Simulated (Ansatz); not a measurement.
A calculation with Ansatz 0.2.0 of Tc (ASE script, structure from a CIF):

The input run.py:

```python
import json

import ase.io
import numpy as np
import spglib

import ansatz as az

atoms = ase.io.read("Tc.cif")
cell, frac, numbers = spglib.find_primitive((atoms.cell[:], atoms.get_scaled_positions(), atoms.numbers), symprec=1e-5)
atoms = ase.Atoms(numbers, cell=cell, scaled_positions=frac, pbc=True)

calculation = (
    az.Crystal.from_ase(atoms)
    .calculation()
    .kpoints(12, 12, 12)
    .functional("revpbe")
    .pseudopotentials(kind="nc")
    .occupations(method="tetrahedron")
    .forces()
    .stress()
)
outcome = calculation.run(threads=2, events_out="events.jsonl")

report = outcome.report
for line in open("events.jsonl"):
    event = json.loads(line)
    if event["event"] == "scf_iter":
        d = event["data"]
        print(f"SCF {d['iter']:3d}  HF = {d['harris_foulkes_ev']:.6f} eV  dr2 = {d['dr2_ev']:.2e} eV")
    elif event["event"] in ("relax_step", "md_step"):
        d = event["data"]
        print(f"{event['event']} {d['step']:3d}  E = {d['lagrangian_ev']:.6f} eV")
np.set_printoptions(precision=5, suppress=True, linewidth=110)
print("converged:", report["converged"], "after", report["n_iterations"], "iterations")
print(f"free energy {report['free_energy_ev']:.6f} eV, Fermi level {report['fermi_energy_ev']:.4f} eV")
for key in ("band_edges_ev", "magnetization_mub", "site_moments_mub", "site_moments_nc_mub", "forces_ev_ang",
                "stress_gpa"):
    if report.get(key) is not None:
        print(key, np.array(report[key]), sep="\n")
```

The input Tc.cif:

```cif
data_Tc
_cell_length_a 3.90000000
_cell_length_b 3.90000000
_cell_length_c 3.90000000
_cell_angle_alpha 90.00000000
_cell_angle_beta 90.00000000
_cell_angle_gamma 90.00000000
_space_group_name_H-M_alt 'Fm-3m'
_space_group_name_Hall '-F 4 2 3'
_space_group_IT_number 225
loop_
_space_group_symop_operation_xyz
'x,y,z'
'-x,-y,-z'
'-y,x,z'
'y,-x,-z'
'-x,-y,z'
'x,y,-z'
'y,-x,z'
'-y,x,-z'
'x,-y,-z'
'-x,y,z'
'-y,-x,-z'
'y,x,z'
'-x,y,-z'
'x,-y,z'
'y,x,-z'
'-y,-x,z'
'z,x,y'
'-z,-x,-y'
'z,-y,x'
'-z,y,-x'
'z,-x,-y'
'-z,x,y'
'z,y,-x'
'-z,-y,x'
'-z,x,-y'
'z,-x,y'
'-z,-y,-x'
'z,y,x'
'-z,-x,y'
'z,x,-y'
'-z,y,x'
'z,-y,-x'
'y,z,x'
'-y,-z,-x'
'x,z,-y'
'-x,-z,y'
'-y,z,-x'
'y,-z,x'
'-x,z,y'
'x,-z,-y'
'-y,-z,x'
'y,z,-x'
'-x,-z,-y'
'x,z,y'
'y,-z,-x'
'-y,z,x'
'x,-z,y'
'-x,z,-y'
'x,y+1/2,z+1/2'
'-x,-y+1/2,-z+1/2'
'-y,x+1/2,z+1/2'
'y,-x+1/2,-z+1/2'
'-x,-y+1/2,z+1/2'
'x,y+1/2,-z+1/2'
'y,-x+1/2,z+1/2'
'-y,x+1/2,-z+1/2'
'x,-y+1/2,-z+1/2'
'-x,y+1/2,z+1/2'
'-y,-x+1/2,-z+1/2'
'y,x+1/2,z+1/2'
[... 40 lines left out ...]
'-x+1/2,-y,z+1/2'
'x+1/2,y,-z+1/2'
'y+1/2,-x,z+1/2'
'-y+1/2,x,-z+1/2'
'x+1/2,-y,-z+1/2'
'-x+1/2,y,z+1/2'
'-y+1/2,-x,-z+1/2'
'y+1/2,x,z+1/2'
'-x+1/2,y,-z+1/2'
'x+1/2,-y,z+1/2'
'y+1/2,x,-z+1/2'
'-y+1/2,-x,z+1/2'
'z+1/2,x,y+1/2'
'-z+1/2,-x,-y+1/2'
'z+1/2,-y,x+1/2'
'-z+1/2,y,-x+1/2'
'z+1/2,-x,-y+1/2'
'-z+1/2,x,y+1/2'
'z+1/2,y,-x+1/2'
'-z+1/2,-y,x+1/2'
'-z+1/2,x,-y+1/2'
'z+1/2,-x,y+1/2'
'-z+1/2,-y,-x+1/2'
'z+1/2,y,x+1/2'
'-z+1/2,-x,y+1/2'
'z+1/2,x,-y+1/2'
'-z+1/2,y,x+1/2'
'z+1/2,-y,-x+1/2'
'y+1/2,z,x+1/2'
'-y+1/2,-z,-x+1/2'
'x+1/2,z,-y+1/2'
'-x+1/2,-z,y+1/2'
'-y+1/2,z,-x+1/2'
'y+1/2,-z,x+1/2'
'-x+1/2,z,y+1/2'
'x+1/2,-z,-y+1/2'
'-y+1/2,-z,x+1/2'
'y+1/2,z,-x+1/2'
'-x+1/2,-z,-y+1/2'
'x+1/2,z,y+1/2'
'y+1/2,-z,-x+1/2'
'-y+1/2,z,x+1/2'
'x+1/2,-z,y+1/2'
'-x+1/2,z,-y+1/2'
'x+1/2,y+1/2,z'
'-x+1/2,-y+1/2,-z'
'-y+1/2,x+1/2,z'
'y+1/2,-x+1/2,-z'
'-x+1/2,-y+1/2,z'
'x+1/2,y+1/2,-z'
'y+1/2,-x+1/2,z'
'-y+1/2,x+1/2,-z'
'x+1/2,-y+1/2,-z'
'-x+1/2,y+1/2,z'
'-y+1/2,-x+1/2,-z'
'y+1/2,x+1/2,z'
'-x+1/2,y+1/2,-z'
'x+1/2,-y+1/2,z'
'y+1/2,x+1/2,-z'
'-y+1/2,-x+1/2,z'
'z+1/2,x+1/2,y'
'-z+1/2,-x+1/2,-y'
'z+1/2,-y+1/2,x'
'-z+1/2,y+1/2,-x'
'z+1/2,-x+1/2,-y'
'-z+1/2,x+1/2,y'
'z+1/2,y+1/2,-x'
'-z+1/2,-y+1/2,x'
'-z+1/2,x+1/2,-y'
'z+1/2,-x+1/2,y'
'-z+1/2,-y+1/2,-x'
'z+1/2,y+1/2,x'
'-z+1/2,-x+1/2,y'
'z+1/2,x+1/2,-y'
'-z+1/2,y+1/2,x'
'z+1/2,-y+1/2,-x'
'y+1/2,z+1/2,x'
'-y+1/2,-z+1/2,-x'
'x+1/2,z+1/2,-y'
'-x+1/2,-z+1/2,y'
'-y+1/2,z+1/2,-x'
'y+1/2,-z+1/2,x'
'-x+1/2,z+1/2,y'
'x+1/2,-z+1/2,-y'
'-y+1/2,-z+1/2,x'
'y+1/2,z+1/2,-x'
'-x+1/2,-z+1/2,-y'
'x+1/2,z+1/2,y'
'y+1/2,-z+1/2,-x'
'-y+1/2,z+1/2,x'
'x+1/2,-z+1/2,y'
'-x+1/2,z+1/2,-y'
loop_
_atom_site_label
_atom_site_type_symbol
_atom_site_symmetry_multiplicity
_atom_site_Wyckoff_symbol
_atom_site_fract_x
_atom_site_fract_y
_atom_site_fract_z
_atom_site_occupancy
Tc1 Tc 4 a 0.0000000000 0.0000000000 0.0000000000 1
```

Potentials or basis: Ansatz NC.

Launch:

```sh
$ python run.py
```

This isn't the form of Tc at room conditions, which is hcp.

Task: Write the same calculation in another form: native input, structure typed inline.

Result: As run:

File input.yaml:

```yaml
crystal:
  lattice:
    - [0.0, 1.95, 1.95]
    - [1.95, 0.0, 1.95]
    - [1.95, 1.95, 0.0]
  atoms:
    - { symbol: Tc, position: [0.0, 0.0, 0.0] }
hamiltonian:
  xc: revpbe
  pseudopotentials: { kind: nc }
kpoints:
  mp_grid: { grid: [12, 12, 12] }
scf:
  occupations: { method: tetrahedron }
output:
  forces: true
  stress: true
```

Potentials or basis: Ansatz NC.

The run is started by

```sh
$ ansatz run input.yaml --threads 2 --pin off --max-ram 5120MiB --backend cpu --events-out ev --progress --plain --runs-dir out
```

Both were run:

|  | ASE script, structure from a CIF | native input, structure typed inline |
| --- | --- | --- |
| Pressure | -3.4 GPa | -3.4 GPa |
| Band gap on the k mesh | none (metal or under the smearing width) | none (metal or under the smearing width) |

Keys that steer only the numerical path or the files written may differ.

Caveat: the potentials were made for another functional, which shifts forces and pressure; with tetrahedron occupations forces and stress needn't match the slope of the energy.
